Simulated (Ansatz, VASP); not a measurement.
**Mo4H: VASP beside Ansatz**

```xyz
5
Lattice="4.0450 0.0000 0.0000 0.0000 4.0450 0.0000 0.0000 0.0000 4.0450" Properties=species:S:1:pos:R:3 pbc="T T T"
H     2.0225    2.0225    2.0225
Mo    0.0000    2.0225    2.0225
Mo    2.0225    2.0225    0.0000
Mo    2.0225    0.0000    2.0225
Mo    0.0000    0.0000    0.0000
```

Change from the starting cell: species swapped into the Fe4N type (Pm-3m, No. 221).

Alike in both runs: functional PBE; k mesh 4 × 4 × 4; occupations gaussian, width 0.1 eV; no spin polarisation.

Ansatz relaxed the structure, and its values are those at the end. VASP's run is a single point on that final structure, the one shown.

|  | VASP | Ansatz |
| --- | --- | --- |
| version | VASP 6.6.1 | Ansatz 0.2.0 |
| potentials or method | VASP PAW PBE potentials, release 64 (H, Mo_sv) | scalar-relativistic, plane waves, PAW |
| plane-wave cutoff (eV) | 520 | 420 |
| valence electrons in the cell | 57 | 57 |

```csv
,VASP,Ansatz,Ansatz less VASP
gap on the k mesh at the Fermi level (eV),none,none,-
pressure (GPa),0.6,0.2,-0.40
```

A gap of «none» marks a metal or a gap that the smearing closes. With one functional, cell and mesh, what is left measures potentials, basis and numerics.

Caveats: the k mesh is coarse (spacing up to 0.39 Å⁻¹), so the values aren't converged.
